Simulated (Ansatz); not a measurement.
# ZrH: how well frozen cores do, part 2 of 2

Aim: solve ZrH at one geometry with all-electron LAPW, frozen-core PAW and all-electron PAW on datasets made for the crystal, and see where they agree.

Ansatz 0.2.0; DFT PBEsol; a database cell (COD). «Crystal datasets» are all-electron PAW datasets made for this crystal.

### 4 All-electron PAW on datasets made for the crystal

Contents of input.yaml:

```yaml
crystal:
  lattice:
    - [3.2427916985, 0.0, 0.0]
    - [0.0, 3.2427916985, 0.0]
    - [0.0, 0.0, 4.948]
  atoms:
    - { symbol: Zr, position: [0.0, 0.5, 0.0] }
    - { symbol: Zr, position: [0.5, 0.0, 0.5] }
    - { symbol: H, position: [0.0, 0.0, 0.75] }
    - { symbol: H, position: [0.0, 0.0, 0.25] }
kpoints:
  mp_grid: { grid: [9, 9, 6] }
  band_path:
    path:
      - [0.0, 0.0, 0.0]
      - [0.0, 0.5, 0.0]
      - [0.5, 0.5, 0.0]
      - [0.0, 0.0, 0.0]
      - [0.0, 0.0, 0.5]
      - [0.0, 0.5, 0.5]
      - [0.5, 0.5, 0.5]
      - [0.0, 0.0, 0.5]
      - [0.0, 0.5, 0.0]
    npoints: 8
scf:
  occupations: { method: fermi_dirac, width: 0.02 }
hamiltonian:
  xc: pbesol
  pseudopotentials: { kind: all_electron, datasets: crystal }
output:
  forces: true
  stress: true
  eigenvalues: true
  efg: { contact_densities: true }
```

Started as:

```bash
$ ansatz run input.yaml --threads 1 --pin off --max-ram 4096MiB --backend cpu --events-out ev --progress --plain --runs-dir out
```

The log of the run:

```text
hamiltonian.pseudopotentials.datasets: crystal makes datasets for this crystal and solves the spheres of its atoms anew in each pass: cutoff 280.0 eV, the density's 1120.0 eV; for an error of 0.50 meV an atom under PBE, 2.0 meV for the cell; an energy difference from a run of another recipe may be off by several times the error for the cell, under r2SCAN by more, where some 0.1 meV an atom stays at smaller errors; H in spheres of 0.741 Å, 1 of its electrons in bands; Zr in spheres of 1.296 Å, 12 of its electrons in bands
band count auto-derived: 23 (N_el = 26.0; filled up to band 13; 17 by the electrons, moments and atoms)
Zr: output.efg is read without spin–orbit coupling, which moves field gradients at and beside such atoms by some per cent and up to a factor of two; PAW files take it under magnetization.noncollinear and magnetization.spin_orbit
Engine: ansatz 0.2.0
Pseudopotentials: kind: all_electron
Pseudopotential: Zr, paw, valence charge 12, recommended cutoff 280 eV (normal), Koelling and Harmon's equation, gaussian nucleus
Pseudopotential: H, paw, valence charge 1, recommended cutoff 280 eV (normal), Koelling and Harmon's equation, gaussian nucleus
Functional definition: PBEsol
  exchange = pbesol_x
  correlation = pbesol_c
Crystal: 4 atoms, lattice volume = 52.032 Å³
Basis set: ecut = 280 eV, 537 PW (Γ), exchange–correlation on 36×36×60 points (8 copies of the dense FFT grid, shifted against one another)
Bands: 23, of which v1, the nominal top of the filled ones, is band 13 counted from 1 (12 counted from 0)
Symmetry: 16 space group operations
Space group: P42/mmc (ITA 131), of the structure as read, at distance tolerance 3.7e-5 Å
k-points: 60 of 486
Non-local potential: Zr, projectors of the file, l = 0: 2, l = 1: 2, l = 2: 2
Non-local potential: H, projectors of the file, l = 0: 1, l = 1: 1
PAW form: soft (Blöchl's): semilocal exchange-correlation on the pseudo side does not see the compensation charge
PAW one-centre angular grid: Zr, 590 points (default); XC on its mesh's 1873 points in the sphere
PAW one-centre angular grid: H, 110 points (default); XC on its mesh's 2059 points in the sphere
Initial density: superposition of atomic densities (neutral atoms: chi_scale 0, normalization atom)
Initial wavefunctions: pseudopotential atomic-orbital guess
Functional: x = pbesol(κ = 0.804, μ = 0.12345679012345678), c = pbesol(β = 0.046)
iter 1 solved again at ethr=9.19e-3 eV; its pass at ethr=1.00e-1 eV (dr2=2.39e0 eV) is discarded
SCF iter   1: F=—  HF=-195777.925959 eV  |F-HF|=—  |Δ(HF+E_count)|=         —  Δρ=6.72e-2  dr2=2.46e0  ethr=9.19e-3  ⟨swp⟩=2.0  Hψ=7337  notcnv=0
preconditioner: auto → Kerker (q_TF=auto, 2.430 Å⁻¹)  [metal: Δε(μ)=0.016 eV  Ē_g=8.193 eV  σ=0.020 eV  W_gap=0.19  n_scr=14 (ndim 8)  ℏωp=16.3 eV  f_vac=0.000  D(μ)=2.25/eV (n_scr^D=20)]
SCF iter   2: F=—  HF=-195777.332556 eV  |F-HF|=—  |Δ(HF+E_count)|=   5.93e-1  Δρ=3.64e-2  dr2=7.91e-1  ethr=9.19e-3  ⟨swp⟩=2.0  Hψ=2761  notcnv=0  defer=1
iter 3 solved again at ethr=4.17e-5 eV; its pass at ethr=3.04e-3 eV (dr2=1.09e-2 eV) is discarded
SCF iter   3: F=—  HF=-195777.035491 eV  |F-HF|=—  |Δ(HF+E_count)|=   2.97e-1  Δρ=6.19e-3  dr2=1.08e-2  ethr=4.17e-5  ⟨swp⟩=2.3  Hψ=6875  notcnv=0  defer=9
SCF iter   4: F=—  HF=-195777.046113 eV  |F-HF|=—  |Δ(HF+E_count)|=   1.06e-2  Δρ=1.36e-3  dr2=8.52e-4  ethr=4.17e-5  ⟨swp⟩=2.8  Hψ=2820  notcnv=0  defer=12
SCF iter   5: F=—  HF=-195777.047263 eV  |F-HF|=—  |Δ(HF+E_count)|=   1.15e-3  Δρ=3.32e-4  dr2=3.33e-5  ethr=3.28e-6  ⟨swp⟩=3.0  Hψ=3278  notcnv=0  defer=3
SCF iter   6: F=—  HF=-195777.047270 eV  |F-HF|=—  |Δ(HF+E_count)|=   6.29e-6  Δρ=1.07e-4  dr2=5.45e-6  ethr=1.28e-7  ⟨swp⟩=2.2  Hψ=2211  notcnv=0  defer=2
SCF iter   7: F=—  HF=-195777.047269 eV  |F-HF|=—  |Δ(HF+E_count)|=   7.72e-7  Δρ=1.59e-5  dr2=1.34e-7  ethr=2.10e-8  ⟨swp⟩=2.9  Hψ=2270  notcnv=0  defer=1
SCF iter   8: F=-195777.047269 eV  HF=-195777.047269 eV  |F-HF|=4.51e-9  |Δ(HF+E_count)|=   1.43e-8  Δρ=3.61e-6  dr2=9.19e-9  ethr=5.14e-10  ⟨swp⟩=2.7  Hψ=2250  notcnv=0
SCF 1 converged in 8 iterations: F = -195777.047256 eV  dr2 = 9.19e-9
  Residual-converged pass: ⟨swp⟩=3.0  Hψ=2611  notcnv=0  max |occ|·‖R‖ = 6.6e-6 eV (tolerance 6.7e-6 eV)  dr2=9.48e-9  dr2_onsite=8.51e-10  max |Δocc| = 4.8e-10
NSCF: frozen V_eff on 65 k-points
SCF converged after 8 iterations
Free energy (F): -195777.047256 eV
Harris-Foulkes:  -195777.047256 eV  (|F-HF|=4.51e-9)
Internal energy: -195777.044511 eV  (E = F + TS)
E sigma→0 (E₀):  -195777.045883 eV
Entropy (-TS):   -0.002745 eV (-0.686 meV/atom)
Past the cutoff: the bands carry plane waves up to 1.75 times it, of which those up to 1.5 times it add -0.000146 eV an atom, each by itself; the spheres take 0.000154 eV an atom off the energy for waves past 1.75 times it
By the cutoff:   a pressure is off by up to 0.006 GPa (1.2 times the spheres' own share and the shells' term, over an atom's volume, and 0.004 GPa: a bound that held against runs at twice the plane waves)
Past the cutoffs: a stress includes 0.0012 GPa for waves and charges beyond them, in addition to the slope of what the spheres take
In the spheres:  the bands' charges fall short by 9.4e-7 e at most (sound up to 1e-3)
Fermi energy:    14.241521 eV
--- Per-component energies (eV) ---
  The terms above E_closure are by the made datasets' own strengths, without shells solved beside the bands.
--- Forces (eV/Å), atoms counted from 1 ---
  atom   1  Zr     0.00000000     0.00000000     0.00000000
  atom   2  Zr     0.00000000     0.00000000     0.00000000
  atom   3  H      0.00000000     0.00000000     0.00000000
  atom   4  H      0.00000000     0.00000000    -0.00000000
  max |Σ_I F_I| component: 1.24e-29 eV/Å
--- Stress (GPa, compression-positive) ---
       -3.080503       0.000000       0.000000
        0.000000      -3.080503       0.000000
        0.000000       0.000000      -1.507016
  P = ⅓ Tr σ = -2.5560 GPa (-25.560 kbar)
--- PAW observables at the nuclei: V_zz in 10²¹ V/m², potentials from the cell's mean, atoms counted from 1 ---
  atom   1  Zr V_zz =    +7.543108   η = 0.0501   by run symmetry: allowed
            electrostatic potential = -5924.822451 V   contact ρ = 489777.191206 e/Å³
  atom   2  Zr V_zz =    +7.543108   η = 0.0501   by run symmetry: allowed
            electrostatic potential = -5924.822451 V   contact ρ = 489777.191213 e/Å³
  atom   3  H  V_zz =    +0.078485   η = 0.0000   by run symmetry: allowed
            electrostatic potential = -47.655709 V   contact ρ = 2.956126 e/Å³
  atom   4  H  V_zz =    +0.078485   η = 0.0000   by run symmetry: allowed
            electrostatic potential = -47.655709 V   contact ρ = 2.956126 e/Å³
--- Band table (eV; the first three rows and the last of 60) ---
  k-point 0: bands = ["-34.5677", "-34.4596", "-12.9619", "-12.4728", "-12.4728", "-12.2585", "-12.2373", "-12.2373", "5.7536", "10.8055", "11.2338", "11.3646", "14.2917", "14.9160", "14.9160", "16.5456", "17.5919", "18.7914", "18.9871", "18.9871"]
  k-point 1: bands = ["-34.5605", "-34.4669", "-12.9182", "-12.4619", "-12.4619", "-12.3095", "-12.2487", "-12.2487", "5.9724", "9.9127", "11.5163", "11.9168", "14.2092", "15.0692", "15.0692", "16.1765", "17.6618", "18.4013", "18.4013", "18.6980"]
  k-point 2: bands = ["-34.5408", "-34.4868", "-12.7965", "-12.4456", "-12.4355", "-12.4355", "-12.2760", "-12.2760", "6.5995", "8.7113", "11.9460", "12.5952", "13.9268", "15.2746", "15.5130", "15.5130", "17.3553", "17.3553", "17.8590", "18.4544"]
  k-point 59: bands = ["-34.4306", "-34.4306", "-12.9063", "-12.9063", "-12.6851", "-12.6851", "-12.4714", "-12.4714", "8.7905", "8.7905", "12.3823", "12.3823", "13.8517", "13.8517", "15.9801", "15.9801", "18.7692", "18.7692", "20.2585", "20.2585"]
```

Wall time 26 s (1 thread of Intel Xeon Platinum 8259CL at 2.50GHz (Skylake/Cascade Lake), shared host); peak memory 0.54 GiB.

Result: pressure -2.56 GPa; no gap; Vzz Zr1 7.54 (η = 0.05), H3 0.08 (η = 0.00) (10²¹ V/m²).

| atom | contact density (e/Å³) |
| --- | --- |
| Zr1 | 489777.2 |
| H3 | 2.956126 |

### 5 Comparison

| method | pressure (GPa) | Vzz Zr1 (10²¹ V/m²) | Vzz H3 (10²¹ V/m²) | SCF cycles, all passes |
| --- | --- | --- | --- | --- |
| LAPW | -2.56 | – | – | 8 |
| PAW | -2.58 | 7.57 | 0.08 | 6 |
| crystal datasets | -2.56 | 7.54 | 0.08 | 8 |

### 6 What came out

The summary covers parts 1 to 2.

| quantity | value |
| --- | --- |
| pressure | LAPW -2.56, PAW -2.58, crystal datasets -2.56 GPa |
| gap (LAPW) | none |
| Bader charges (PAW) | Zr1 +0.82, H3 -0.82 e |
| highest ELF (PAW) | 1.00, 0.00 Å from H |

**Reading.** The pressure of -2.6 GPa pushes the cell to shrink, with the atoms held in place. There is no gap at this level; the crystal is a metal here. Within 0.3 eV of the Fermi level the largest projected share is Zr 4d (92 %). The projection holds only the free atom's occupied shells (Zr 5s, Zr 4d, H 1s in this range). The field gradient at Zr1, the largest by crystal datasets, is 7.57 by PAW and 7.54 by crystal datasets (10²¹ V/m²), within 5 %. No spin–orbit coupling: at heavy atoms the gradients can be off by tens of per cent for that reason. In pressure, PAW differs from LAPW by -0.02 GPa.
